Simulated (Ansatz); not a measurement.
# WC: the cost of one run

Program: Ansatz 0.2.0. Level of theory: DFT PBE+D3(BJ), plane waves, PAW, scalar-relativistic, no spin polarisation. These are calculated values, not measurements.

1 further run of the same task is left out (it didn't finish).

### 1 Starting point

The cell holds 16 atoms (C8W8): a = 5.812 Å, b = 5.812 Å, c = 15.256 Å, α = 90.00°, β = 90.00°, γ = 120.00°.

Coordinates:

```xyz
16
Lattice="5.8117 0.0000 0.0000 -2.9058 5.0330 0.0000 0.0000 0.0000 15.2565" Properties=species:S:1:pos:R:3 pbc="T T T"
W     0.0000    0.0000    1.0000
C     1.4529    0.8388    2.4188
W     0.0000    0.0000    3.8377
C     1.4529    0.8388    5.2565
W    -1.4529    2.5165    1.0000
C     0.0000    3.3554    2.4188
W    -1.4529    2.5165    3.8377
C     0.0000    3.3554    5.2565
W     2.9058    0.0000    1.0000
C     4.3587    0.8388    2.4188
W     2.9058    0.0000    3.8377
C     4.3587    0.8388    5.2565
W     1.4529    2.5165    1.0000
C     2.9058    3.3554    2.4188
W     1.4529    2.5165    3.8377
C     2.9058    3.3554    5.2565
```

### 2 Relaxing the start

input.yaml reads:

```yaml
accuracy: low
crystal:
  lattice:
    - [5.81166, 0.0, 0.0]
    - [-2.90583, 5.033045, 0.0]
    - [0.0, 0.0, 15.256475]
  atoms:
    - { symbol: W, position: [0.0, 0.0, 0.0655459] }
    - { symbol: C, position: [0.3333333, 0.1666667, 0.1585442] }
    - { symbol: W, position: [0.0, 0.0, 0.2515424] }
    - { symbol: C, position: [0.3333333, 0.1666667, 0.3445406] }
    - { symbol: W, position: [0.0, 0.5, 0.0655459] }
    - { symbol: C, position: [0.3333333, 0.6666667, 0.1585442] }
    - { symbol: W, position: [0.0, 0.5, 0.2515424] }
    - { symbol: C, position: [0.3333333, 0.6666667, 0.3445406] }
    - { symbol: W, position: [0.5, 0.0, 0.0655459] }
    - { symbol: C, position: [0.8333333, 0.1666667, 0.1585442] }
    - { symbol: W, position: [0.5, 0.0, 0.2515424] }
    - { symbol: C, position: [0.8333333, 0.1666667, 0.3445406] }
    - { symbol: W, position: [0.5, 0.5, 0.0655459] }
    - { symbol: C, position: [0.8333333, 0.6666667, 0.1585442] }
    - { symbol: W, position: [0.5, 0.5, 0.2515424] }
    - { symbol: C, position: [0.8333333, 0.6666667, 0.3445406] }
basis:
  ecutwfc: 420.0
kpoints:
  mp_grid: { grid: [2, 2, 1] }
hamiltonian:
  xc: pbe
  dispersion: d3bj
  pseudopotentials: { kind: paw, azcp: { folder: soft_1 } }
scf:
  occupations: { method: fermi_dirac, width: 0.05 }
  lower_state_search: "off"
relax:
  f_tol: 0.08
  max_steps: 25
  adjacent_minimum: "off"
  constraints: [{ sites: [0, 4, 8, 12] }]
```

Started as:

```
$ ansatz run input.yaml --threads 1 --pin off --max-ram 3072MiB --backend cpu --events-out ev --progress --plain --runs-dir out
```

**Question.** How long does this run take on 1 thread of Intel Xeon Platinum 8259CL at 2.50GHz (Skylake/Cascade Lake), shared host, and how much memory does it need?

About 29 s, with a peak of 0.67 GiB.
